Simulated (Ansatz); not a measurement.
Geometry optimisation in Ansatz: input, command and trajectory.

```yaml
crystal:
  lattice:
    - [-2.5116683242, 2.5116683242, 1.3670871881]
    - [2.5116683242, -2.5116683242, 1.3670871881]
    - [2.5116683242, 2.5116683242, -1.3670871881]
  atoms:
    - { symbol: Ge, position: [0.25, 0.75, 0.5] }
    - { symbol: Ge, position: [0.5, 0.5, 0.0] }
basis:
  ecutwfc: 420
kpoints:
  mp_grid: { grid: [16, 16, 16] }
hamiltonian:
  xc: pbesol
scf:
  occupations: { method: gaussian, width: 0.1 }
output:
  forces: true
  stress: true
  eigenvalues: true
relax:
  adjacent_minimum: "off"
  f_tol: 0.01
  max_steps: 30
  cell: { stress_tol: 0.1, fix: [volume] }
```

```bash
ansatz run input.yaml --threads 1 --pin off --max-ram 2560MiB --backend cpu --events-out ev --progress --plain --runs-dir out
```

The calculation used DFT PBEsol, scalar-relativistic, plane waves, PAW in Ansatz 0.2.0.

The volume is held at 0.94 times that of the relaxed cell.

Of 3 frames 3 are shown, positions in Å and forces in eV/Å; the SCF threshold varies from step to step. Steps run on the plane waves of an earlier cell, with a Pulay correction in the pressure. The basis is chosen afresh for the last frame, the zero of the energies, and at times for earlier ones too; energy and pressure step there, also at an unchanged geometry.

```xyz
2
Lattice="-2.5117 2.5117 1.3671 2.5117 -2.5117 1.3671 2.5117 2.5117 -1.3671" Properties=species:S:1:pos:R:3:forces:R:3 pbc="T T T" step=1 free_energy_over_end_meV_per_atom=0.01 pressure_GPa=5.68
Ge    2.5117    0.0000    0.6835    0.0000    0.0000    0.0000
Ge    0.0000    0.0000    1.3671    0.0000    0.0000    0.0000
2
Lattice="-2.5127 2.5127 1.3659 2.5127 -2.5127 1.3659 2.5127 2.5127 -1.3659" Properties=species:S:1:pos:R:3:forces:R:3 pbc="T T T" step=2 free_energy_over_end_meV_per_atom=0.00 pressure_GPa=5.68
Ge    2.5127    0.0000    0.6830    0.0000    0.0000    0.0000
Ge    0.0000    0.0000    1.3659    0.0000    0.0000    0.0000
2
Lattice="-2.5127 2.5127 1.3659 2.5127 -2.5127 1.3659 2.5127 2.5127 -1.3659" Properties=species:S:1:pos:R:3:forces:R:3 pbc="T T T" step=3 free_energy_over_end_meV_per_atom=0.00 pressure_GPa=5.68
Ge    2.5127    0.0000    0.6830    0.0000    0.0000    0.0000
Ge    0.0000    0.0000    1.3659    0.0000    0.0000    0.0000
```

The run took 30 s on 1 thread of Arm Neoverse V2, with other jobs on the host, peak memory 0.47 GiB.